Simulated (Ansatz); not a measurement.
# ZnS: the cost of one run

Computed with Ansatz 0.2.0 (DFT PBE, scalar-relativistic, unless a step's input says otherwise).

## Step 1: The structure to begin with

Symmetry: P6_3mc, No. 186, hexagonal system. Conventional cell: a = 3.811 Å, b = 3.811 Å, c = 6.234 Å, α = 90.00°, β = 90.00°, γ = 120.00°. Zn (site symmetry 3m) is surrounded by 4 S at 2.31 to 2.40 Å. Around S (site symmetry 3m) lie 4 Zn at 2.31 to 2.40 Å.

As a file:

```cif
data_structure
_symmetry_space_group_name_H-M 'P6_3mc'
_symmetry_Int_Tables_number 186
_cell_length_a 3.8110
_cell_length_b 3.8110
_cell_length_c 6.2340
_cell_angle_alpha 90.000
_cell_angle_beta 90.000
_cell_angle_gamma 120.000
_cell_volume 78.41
loop_
_atom_site_label
_atom_site_type_symbol
_atom_site_symmetry_multiplicity
_atom_site_Wyckoff_symbol
_atom_site_fract_x
_atom_site_fract_y
_atom_site_fract_z
_atom_site_occupancy
Zn1 Zn 2 b 0.33333 0.66667 0.00000 1
S1 S 2 b 0.33333 0.66667 0.38500 1
```

The file gives the conventional cell by its symmetry; the runs use the cell typed in the input.

Atoms are numbered in the order of the input: Zn1, Zn2, S3, S4.

## Step 2: Volume × 0.94, LAPW

File input.yaml:

```yaml
crystal:
  lattice:
    - [3.7332014668, 0.0, 0.0]
    - [-1.8666007334, 3.2330473076, 0.0]
    - [0.0, 0.0, 6.1067398017]
  atoms:
    - { symbol: Zn, position: [0.3333333333, 0.6666666667, 0.0] }
    - { symbol: Zn, position: [0.6666666667, 0.3333333333, 0.5] }
    - { symbol: S, position: [0.3333333333, 0.6666666667, 0.385] }
    - { symbol: S, position: [0.6666666667, 0.3333333333, 0.885] }
kpoints:
  mp_grid: { grid: [8, 8, 5] }
  band_path:
    path:
      - [0.0, 0.0, 0.0]
      - [0.5, 0.0, 0.0]
      - [0.3333333333, 0.3333333333, 0.0]
      - [0.0, 0.0, 0.0]
      - [0.0, 0.0, 0.5]
      - [0.5, 0.0, 0.5]
      - [0.3333333333, 0.3333333333, 0.5]
      - [0.0, 0.0, 0.5]
      - [0.5, 0.0, 0.5]
    npoints: 5
scf:
  occupations: { method: fermi_dirac, width: 0.03 }
hamiltonian:
  xc: pbe
  pseudopotentials: { kind: all_electron, lapw: { basis_error: 0.001 } }
output:
  forces: true
  stress: true
  eigenvalues: true
```

Started as:

```bash
> ansatz run input.yaml --threads 1 --pin off --max-ram 4096MiB --backend cpu --events-out ev --progress --plain --runs-dir out
```

**Question.** How long does this run take on 1 thread of Intel Xeon Platinum 8488C (Sapphire Rapids), shared host, and how much memory does it need?

About 34 s, with a peak of 0.43 GiB.
